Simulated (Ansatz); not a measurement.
Structure relaxation of Na

These are results of DFT PBE, scalar-relativistic, plane waves, PAW (Ansatz 0.2.0), not measurements. Cutoff 420 eV, Γ-centred k mesh, Gaussian smearing, no spin polarisation in the final step.

The start puts Na on the sites of a reported Si cell (Ia-3, No. 206), at a guessed volume.

```xyz
8
Lattice="-4.3381 4.3381 4.3381 4.3381 -4.3381 4.3381 4.3381 4.3381 -4.3381" Properties=species:S:1:pos:R:3 pbc="T T T"
Na    0.8936    0.8936    0.8936
Na   -0.8936    3.4444    0.8936
Na    0.8936   -0.8936    3.4444
Na    3.4444    0.8936   -0.8936
Na    3.4444    3.4444    3.4444
Na    0.8936    5.2317   -0.8936
Na   -0.8936    0.8936    5.2317
Na    5.2317   -0.8936    0.8936
```

Cell and atoms relax at zero pressure; the relaxation can't lower the symmetry of the start.

Energies count from the standard state of Na at the same level.

Task: Which crystal results?

Result: It ends in Ia-3d (No. 230). Conventional cell: a = 8.799 Å. Na has 3 Na at 3.11 Å and 2 Na at 3.81 Å.

```cif
data_structure
_symmetry_space_group_name_H-M 'Ia-3d'
_symmetry_Int_Tables_number 230
_cell_length_a 8.7989
_cell_length_b 8.7989
_cell_length_c 8.7989
_cell_angle_alpha 90.000
_cell_angle_beta 90.000
_cell_angle_gamma 90.000
_cell_volume 681.22
loop_
_atom_site_label
_atom_site_type_symbol
_atom_site_symmetry_multiplicity
_atom_site_Wyckoff_symbol
_atom_site_fract_x
_atom_site_fract_y
_atom_site_fract_z
_atom_site_occupancy
Na1 Na 16 b 0.12500 0.12500 0.12500 1
```

Task: What are its volume, energy, density and gap?

Result: The volume per atom is 42.58 Å³, the density is 0.90 g/cm³ and the energy over the standard structure is 0.22 eV/atom. The gap on the 6×6×6 mesh is 0 eV (a metal).

The final run used a 6×6×6 mesh on its 8-atom cell and 0.10 eV smearing. For metals, differences of a few meV/atom aren't resolved. A structure relaxed within its symmetry needn't be a true minimum.